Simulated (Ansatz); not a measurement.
`C=C(Br)CC` + H₂ → `C=CCC` + HBr at 600 K and 1 bar (hydrogenolysis of a C–Br bond).

Calculated with Ansatz (gas phase, PBE0-D4/def2-TZVP geometries, no zero-point term in ΔE). CBS: MP2 limit from def2 TZ/QZ plus the TZ coupled-cluster correction, frozen cores. This one scheme is used for every species. For Br outer-core shells are correlated without core-valence functions, which leaves a few kJ/mol of doubt a bond. Scalar relativity is left out up to krypton. Each species was taken in one conformer, which may not be the lowest.

```
    species  CCSD(T)/CBS energy (Eh)  H − E (kJ/mol)  S (J/(mol·K))
`C=C(Br)CC`              -2729.72797           318.7          425.0
         H₂                 -1.17544            43.9          150.8
    `C=CCC`               -157.00673           336.3          375.4
        HBr              -2573.91920            33.5          219.1
```

H − E and S are ideal-gas, rigid-rotor, harmonic terms from PBE0-D4/def2-TZVP, for one conformer and one mirror image of each species. For small species the MP2-based limit differs from directly extrapolated CCSD(T) by up to some mEh (0.8 for H₂); such offsets cancel only in part. 1 Eh = 2625.50 kJ/mol, R = 8.31446 J/(mol·K).

Q: By hand: ΔE, ΔH, ΔS and ΔG.

A: ΔE = (-157.00673) + (-2573.91920) − (-2729.72797) − (-1.17544) = -0.02252 Eh = -59.1 kJ/mol. Δ(H − E) = 336.3 + 33.5 − 318.7 − 43.9 = 7.2, so ΔH = -51.9 kJ/mol. ΔS = 375.4 + 219.1 − 425.0 − 150.8 = 18.7 J/(mol·K). ΔG = -51.9 − 600 × (18.7)/1000 = -63.1 kJ/mol.

Q: By hand: the equilibrium constant, and the temperature at which ΔG would vanish if ΔH and ΔS stayed fixed.

A: log₁₀ K = −ΔG/(RT ln 10) = 5.5. ΔH and −TΔS have one sign here, so there is no such temperature.

ΔH outweighs TΔS. A doubt of 5 kJ/mol in ΔE shifts log₁₀ K by 0.4 here. Other conformers and mirror images would add mixing entropy, several J/(mol·K) or more a flexible species. These are equilibria of isolated gas molecules and say nothing of rates. Largest T1 diagnostic: 0.010 (customary marks: 0.02 for closed shells, 0.045 for open ones).
